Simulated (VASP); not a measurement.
# A VASP 6.6.1 single-point calculation on KBr

INCAR

```
IVDW = 21
LCHARG = .FALSE.
SIGMA = 0.02
EDIFF = 1E-7
ISIF = 2
IBRION = -1
PREC = Accurate
ISMEAR = -1
NELM = 120
LREAL = .FALSE.
NBANDS = 15
LASPH = .TRUE.
ENCUT = 520
GGA = PE
NSW = 0
LWAVE = .FALSE.
```

KPOINTS

```
KPOINTS created by Atomic Simulation Environment
0
Gamma
6 6 6
0 0 0
```

POSCAR

```
K  Br
 1.0000000000000000
     0.0000000000000000    3.3022478200999998    3.3022478200999998
     3.2583279241000001    0.0000000000000000    3.3022478200999998
     3.2583279241000001    3.3022478200999998    0.0000000000000000
 K   Br
   1   1
Cartesian
  0.0000000000000000  0.0000000000000000  0.0000000000000000
  3.2583279240999996  3.3022478201000003  3.3022478201000007
```

The recommended PBE PAW datasets give the neutral cell 16 valence electrons.

Command

```
mpirun -np 1 vasp_std
```

OSZICAR

```
N       E                     dE             d eps       ncg     rms          rms(c)
DAV:   1     0.960868049484E+02    0.96087E+02   -0.68526E+03   900   0.936E+02
DAV:   2    -0.304659384027E+00   -0.96391E+02   -0.89366E+02  1146   0.224E+02
DAV:   3    -0.615398250983E+01   -0.58493E+01   -0.58196E+01  1265   0.490E+01
DAV:   4    -0.637851040878E+01   -0.22453E+00   -0.22449E+00  1354   0.854E+00
DAV:   5    -0.638012654203E+01   -0.16161E-02   -0.16161E-02  1286   0.816E-01    0.318E+00
DAV:   6    -0.621068701938E+01    0.16944E+00   -0.21445E-01  1117   0.224E+00    0.232E+00
DAV:   7    -0.619989194319E+01    0.10795E-01   -0.10728E-01  1222   0.177E+00    0.104E+00
DAV:   8    -0.620866435458E+01   -0.87724E-02   -0.11687E-02  1041   0.794E-01    0.116E-01
DAV:   9    -0.620943260811E+01   -0.76825E-03   -0.79603E-04  1187   0.173E-01    0.760E-02
DAV:  10    -0.620971483068E+01   -0.28222E-03   -0.28153E-04   956   0.973E-02    0.114E-02
DAV:  11    -0.620973215763E+01   -0.17327E-04   -0.26996E-05  1140   0.300E-02    0.608E-03
DAV:  12    -0.620973375713E+01   -0.15995E-05   -0.40731E-06   977   0.134E-02    0.154E-03
DAV:  13    -0.620973385280E+01   -0.95671E-07   -0.10969E-07  1143   0.183E-03
   1 F= -.65558175E+01 E0= -.65558175E+01  d E =-.347671E-11
```

From OUTCAR

```
k-points           NKPTS =     30   k-points in BZ     NKDIM =     30   number of bands    NBANDS=     15

   NELECT =      16.0000    total number of electrons

   dimension x,y,z NGX =    36 NGY =   36 NGZ =   36
   dimension x,y,z NGXF=    72 NGYF=   72 NGZF=   72

  energy-cutoff  :      520.00
  volume of cell :       71.06
      direct lattice vectors                 reciprocal lattice vectors
     0.000000000  3.302247820  3.302247820    -0.153452940  0.151412016  0.151412016
     3.258327924  0.000000000  3.302247820     0.153452940 -0.151412016  0.151412016
     3.258327924  3.302247820  0.000000000     0.153452940  0.151412016 -0.151412016

 k-points in reciprocal lattice and weights: KPOINTS created by Atomic Simulation Env
   0.00000000  0.00000000  0.00000000       0.005
   0.16666667  0.00000000  0.00000000       0.037
   0.33333333  0.00000000  0.00000000       0.037
   0.50000000  0.00000000  0.00000000       0.019
   0.16666667  0.16666667  0.00000000       0.019
   0.33333333  0.16666667  0.00000000       0.074
   0.50000000  0.16666667 -0.00000000       0.074
  -0.33333333  0.16666667 -0.00000000       0.074
   ...

 E-fermi :  -1.2519

 k-point     1 :       0.0000    0.0000    0.0000
  band No.  band energies     occupation
      1     -29.4518      2.00000
      2     -14.0016      2.00000
      3     -12.9304      2.00000
      4     -12.9301      2.00000
      5     -12.9301      2.00000
      6      -1.6975      2.00000
      7      -1.6975      2.00000
      8      -1.6904      2.00000
      9       2.7690      0.00000
     10       5.8840      0.00000
     11       5.8840      0.00000
     12       5.9667      0.00000
     13       6.7109      0.00000
     14       6.7733      0.00000
     15       9.9374      0.00000

 k-point     2 :       0.1667    0.0000    0.0000
  band No.  band energies     occupation
      1     -29.4503      2.00000
      2     -14.0539      2.00000
      3     -12.9319      2.00000
      4     -12.9314      2.00000
      5     -12.8596      2.00000
      6      -2.0681      2.00000
      7      -1.7884      2.00000
      8      -1.7843      2.00000
      9       3.4319      0.00000
     10       5.7736      0.00000
     11       6.2150      0.00000
     12       6.2654      0.00000
     13       7.0728      0.00000
     14       7.1419      0.00000
     15      10.8331      0.00000

 k-point     3 :       0.3333    0.0000    0.0000
  band No.  band energies     occupation
      1     -29.4473      2.00000
      2     -14.1436      2.00000
      3     -12.9355      2.00000
      4     -12.9335      2.00000
      5     -12.7326      2.00000
      6      -2.6520      2.00000
      7      -1.9585      2.00000
      8      -1.9559      2.00000
      9       4.5372      0.00000
     10       6.0506      0.00000
     11       7.0980      0.00000
     12       7.1376      0.00000
     13       7.9847      0.00000
     14       8.0689      0.00000
     15       9.8612      0.00000

 ...

  Total       0.65925     0.38162     0.38162     0.00000     0.00000     0.00000
  in kB      14.86340     8.60394     8.60394     0.00000     0.00000     0.00000
  external pressure =       10.69 kB  Pullay stress =        0.00 kB

 POSITION                                       TOTAL-FORCE (eV/Angst)
 -----------------------------------------------------------------------------------
      0.00000      0.00000      0.00000        -0.000000      0.000000      0.000000
      3.25833      3.30225      3.30225         0.000000      0.000000     -0.000000
 -----------------------------------------------------------------------------------
    total drift:                                0.000000      0.000000      0.000000

  FREE ENERGIE OF THE ION-ELECTRON SYSTEM (eV)
  ---------------------------------------------------
  free  energy   TOTEN  =        -6.5558174777 eV

  energy  without entropy=       -6.5558174777  energy(sigma->0) =       -6.55581748
```

It converged. Results: gap between bands v and c on the k mesh 4.46 eV; least direct gap on the k mesh 4.46 eV; pressure 1.1 GPa. Band v is the last that the valence electrons fill when counted band by band, and c is the next.

For comparison, a separate PBE run of the intended cell, on usual settings and not on those above, gives a gap of 4.46 eV on its mesh and a pressure of 1.0 GPa.

The run above took about 30 s on one core of a shared host (Intel Xeon 6975P-C) and held 0.21 GiB at most.
